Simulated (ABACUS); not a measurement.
The system is InAs.

```
In As
1.0
     0.00000    3.01800    3.01800
     3.01800    0.00000    3.01800
     3.01800    3.01800    0.00000
In As
1 1
Cartesian
  0.0000 0.0000 0.0000
  4.5270 4.5270 4.5270
```

```yaml
Program: ABACUS 3.10.1
Task: relaxation of cell and atoms
Functional: revTPSS
Potentials_or_basis: SG15 ONCV 1.2 PBE
Cutoff: 1320 eV
Density_cutoff: 5279 eV
Basis: plane waves
k_mesh: 5 × 5 × 5
Occupations: fermi-dirac, width 0.05 eV
Spin: no spin polarisation
```

At the start: pressure 3.3 GPa; volume 27.49 Å³/atom.

Where does the relaxation end?

Over 3 steps the energy falls by 15.3 meV/atom and the volume is 29.08 Å³/atom (+5.8 %); space group F-43m (No. 216, to 0.05 Å).

The path:
| step | energy change (eV) | largest force (eV/Å) | pressure (GPa) | volume (Å³) |
| --- | --- | --- | --- | --- |
| 1 | 0.0000 | 0.0000 | 3.25 | 54.98 |
| 2 | -0.0244 | 0.0000 | -1.26 | 59.71 |
| 3 | -0.0307 | 0.0000 | 0.00 | 58.15 |

Final structure:
```
In As
1.0
     0.00000    3.07502    3.07502
     3.07502    0.00000    3.07502
     3.07502    3.07502    0.00000
In As
1 1
Direct
  0.00000 0.00000 0.00000
  0.75000 0.75000 0.75000
```

Caveat: the k mesh is coarse (spacing up to 0.36 Å⁻¹), so the values aren't converged; the potentials were made for another functional, which shifts forces and pressure.
